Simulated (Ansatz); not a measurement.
# KF: band gap under strain

Aim: follow the gap of KF built on the rocksalt prototype through these states: -6.0 % shear in the xy plane; +0.4 % biaxial strain in x and y, free along z; -4.6 % equal strain in all directions. The table at the end shows which levels were run.

Program: Ansatz 0.2.0. PAW datasets, plane waves. (Simulation; spin polarisation is off.)

## (1) The system as given

The unstrained cell was relaxed with r2SCAN; in each strained cell the atoms were relaxed again with r2SCAN. Names of k-points are those of the unstrained zone, where strain can split equivalent points. First state: -6.0 % shear in the xy plane.

The symmetry is Immm (No. 71, orthorhombic); conventional cell a = 3.648 Å, b = 3.872 Å, c = 5.318 Å, 18.78 Å³ an atom. Around K lie 6 F at 2.66 Å; around F lie 6 K at 2.66 Å.

Structure file:

```cif
data_structure
_symmetry_space_group_name_H-M 'Immm'
_symmetry_Int_Tables_number 71
_cell_length_a 3.6485
_cell_length_b 3.8722
_cell_length_c 5.3179
_cell_angle_alpha 90.000
_cell_angle_beta 90.000
_cell_angle_gamma 90.000
_cell_volume 75.13
loop_
_atom_site_label
_atom_site_type_symbol
_atom_site_symmetry_multiplicity
_atom_site_Wyckoff_symbol
_atom_site_fract_x
_atom_site_fract_y
_atom_site_fract_z
_atom_site_occupancy
K1 K 2 a 0.00000 0.00000 0.00000 1
F1 F 2 c 0.00000 0.00000 0.50000 1
```

## (2) -6.0 % shear in the xy plane: PBE

Input file input.yaml:

```yaml
crystal:
  lattice:
    - [-0.0791040768, 2.6589605635, 2.6589605635]
    - [2.6589605635, -0.0791040768, 2.6589605635]
    - [2.5798564867, 2.5798564867, 0.0]
  atoms:
    - { symbol: K, position: [0.0, 0.0, 0.0] }
    - { symbol: F, position: [0.5, 0.5, 0.5] }
kpoints:
  mp_grid: { grid: [8, 8, 8] }
  band_path:
    path:
      - [0.0, 0.0, 0.0]
      - [0.5, 0.0, 0.5]
      - [0.625, 0.25, 0.625]
      - [0.375, 0.375, 0.75]
      - [0.5, 0.5, 0.5]
      - [0.5, 0.25, 0.75]
    npoints: 1
hamiltonian:
  xc: pbe
scf:
  occupations: { method: fermi_dirac, width: 0.02 }
  n_extra_bands: 4
output:
  forces: true
  stress: true
  eigenvalues: true
```

Started as:

```bash
ansatz run input.yaml --threads 4 --pin off --max-ram 3686MiB --backend cpu --events-out ev --progress --plain --runs-dir out
```

Further steps of the session: -6.0 % shear in the xy plane: r2SCAN; -6.0 % shear in the xy plane: HSE06; +0.4 % biaxial strain in x and y, free along z: PBE; +0.4 % biaxial strain in x and y, free along z: r2SCAN; +0.4 % biaxial strain in x and y, free along z: HSE06; -4.6 % equal strain in all directions: PBE; -4.6 % equal strain in all directions: r2SCAN; -4.6 % equal strain in all directions: HSE06.

Before running it: what results should come out?

As calculated:

Least gap in eV (negative: overlap):

| state | PBE | r2SCAN | HSE06 |
| --- | --- | --- | --- |
| -6.0 % shear in the xy plane | 6.22 | 6.87 | 8.23 |
| +0.4 % biaxial strain in x and y, free along z | 6.22 | 6.87 | 8.22 |
| -4.6 % equal strain in all directions | 7.08 | 7.74 | 9.13 |

Where both were run, the HSE06 gap lies +2.00 to +2.06 eV from PBE's, each on its own k points. In PBE the gap is least under +0.4 % biaxial strain in x and y, free along z (6.22 eV) and largest under -4.6 % equal strain in all directions (7.08 eV).
